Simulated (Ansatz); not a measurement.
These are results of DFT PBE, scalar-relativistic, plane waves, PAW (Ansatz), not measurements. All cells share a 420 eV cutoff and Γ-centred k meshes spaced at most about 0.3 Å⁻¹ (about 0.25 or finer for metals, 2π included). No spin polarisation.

Each guess is relaxed in cell and atoms at zero pressure, on a coarse mesh first where it starts far from rest and then on a converged one. The steps can't lower the symmetry of the start, but it can rise. Energies are static (0 K, no zero-point motion).

Two unrelaxed guesses for Si3O2:

A.

```cif
data_structure
_symmetry_space_group_name_H-M 'P-4m2'
_symmetry_Int_Tables_number 115
_cell_length_a 4.3536
_cell_length_b 4.3536
_cell_length_c 3.6017
_cell_angle_alpha 90.000
_cell_angle_beta 90.000
_cell_angle_gamma 90.000
_cell_volume 68.27
loop_
_atom_site_label
_atom_site_type_symbol
_atom_site_symmetry_multiplicity
_atom_site_Wyckoff_symbol
_atom_site_fract_x
_atom_site_fract_y
_atom_site_fract_z
_atom_site_occupancy
Si1 Si 2 e 0.00000 0.00000 0.77843 1
Si2 Si 1 c 0.50000 0.50000 0.50000 1
O1 O 2 g 0.00000 0.50000 0.04660 1
```

B.

```cif
data_structure
_symmetry_space_group_name_H-M 'P6_3/mmc'
_symmetry_Int_Tables_number 194
_cell_length_a 3.5451
_cell_length_b 3.5451
_cell_length_c 10.6009
_cell_angle_alpha 90.000
_cell_angle_beta 90.000
_cell_angle_gamma 120.000
_cell_volume 115.38
loop_
_atom_site_label
_atom_site_type_symbol
_atom_site_symmetry_multiplicity
_atom_site_Wyckoff_symbol
_atom_site_fract_x
_atom_site_fract_y
_atom_site_fract_z
_atom_site_occupancy
Si1 Si 2 b 0.00000 0.00000 0.25000 1
Si2 Si 4 f 0.33333 0.66667 0.93000 1
O1 O 4 f 0.33333 0.66667 0.14300 1
```

Question: Which guess leads to the lower structure, and by how much?

Answer: B ends lower, by 0.41 eV/atom. A: P-4m2 at 13.7 Å³/atom → P-4m2 at 14.7 Å³/atom; B: P6_3/mmc at 11.5 Å³/atom → P6_3/mmc at 16.4 Å³/atom. Counting O atoms around Si (those within 1.25 times the shortest such distance or 1.15 times the sum of covalent radii, 1.27 where that leaves under three; a plus sign parts nearer from farther groups; the shortest distance is added where it exceeds 1.18 times the sum of covalent radii; a slash parts the counts of unlike sites), the end of A has Si 2/4 from 2.5 Å and the end of B has Si 3/6+6 from 4.7 Å. The end of A holds Si–Si pairs (shortest 2.49 Å); the end of B holds Si–Si nets (shortest 2.52 Å). End of A. Conventional cell: a = 3.443 Å, c = 6.211 Å. Si on a site of symmetry 2mm has 2 O at 1.72 Å and 1 Si at 2.49 Å; Si on a site of symmetry -4m2 has 4 O at 2.50 Å (long against the sum of covalent radii); O has 2 Si at 1.72 Å and 2 Si at 2.50 Å. End of B. Conventional cell: a = 2.724 Å, c = 25.516 Å. Around Si on a site of symmetry -6m2 lie 6 Si at 2.72 Å; around Si on a site of symmetry 3m lie 3 O at 1.85 Å and 3 Si at 2.52 Å; O has 3 Si at 1.85 Å.

Ends held by symmetry can be saddle points. Neither end is the lowest form computed: that has space group P-3m1 (No. 164) and lies 0.48 eV/atom below the better end. No dispersion correction is applied, so the spacing and binding between layers, chains or molecules are poorly described (P6_3/mmc), and this can change margins and order among such cells. Some types were kept out of the candidates beforehand, so the set may lack a known form.
